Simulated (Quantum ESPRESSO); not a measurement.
PtS2 under changes of volume

One of the cells (18.261 Å³/atom); the others are scaled copies at fixed shape and fractional positions:

```
Pt S
1.0
     3.54320    0.00000    0.00000
    -1.77160    3.06850    0.00000
     0.00000    0.00000    5.03880
Pt S
1 2
Direct
  0.00000 0.00000 0.00000
  0.66667 0.33333 0.77300
  0.33333 0.66667 0.22700
```

```yaml
Program: Quantum ESPRESSO 7.5
Functional: LDA
Potentials_or_basis: PseudoDojo 0.4.1 SR LDA standard
Cutoff: 1034 eV
Density_cutoff: 4136 eV
k_mesh: 9 × 9 × 5
Occupations: fermi-dirac, width 0.05 eV
Spin: no spin polarisation
```

| volume (Å³/atom) | energy over the lowest point (meV/atom) | pressure (GPa) | gap on the mesh (eV) | largest force (eV/Å) |
| --- | --- | --- | --- | --- |
| 17.165 | 64.79 | 14.8 | 0.96 | 1.823 |
| 17.531 | 35.56 | 10.5 | 0.94 | 1.449 |
| 17.896 | 15.66 | 6.6 | 0.92 | 1.105 |
| 18.261 | 4.10 | 3.1 | 0.90 | 0.788 |
| 18.626 | 0.00 | 0.1 | 0.88 | 0.496 |
| 18.992 | 2.56 | -2.7 | 0.86 | 0.226 |
| 19.357 | ? | ? | ? | ? |

What does the run at 19.357 Å³/atom give?

Energy over the lowest point 11.05 meV/atom; pressure -5.1 GPa; gap on the mesh 0.84 eV; largest force 0.022 eV/Å.

Worked out: A Birch-Murnaghan fit of order 3 (a polynomial in V^(-2/3)) to the other rows has its minimum at 18.66 Å³/atom with B0 = V·E''(V) = 148 GPa and B' = 4.6 at fixed shape and positions, which overstates the stiffness. It gives 11.13 meV/atom at 19.357 Å³/atom, against the run's 11.05, and -dE/dV = -5.0 GPa, against -5.1. A straight line through the other rows of the gap, of slope -0.989 eV per unit of ln V, extrapolates to 0.84 eV, against the run's 0.84.

Energies are extrapolated to zero smearing.

Caveats: spin-orbit coupling is left out, which moves the levels of the heavy elements; an odd mesh through Γ misses points on the zone boundary, where band edges often lie; forces of over 1 eV/Å show positions far from the minimum, so gaps and moduli don't describe the material at rest (some runs).
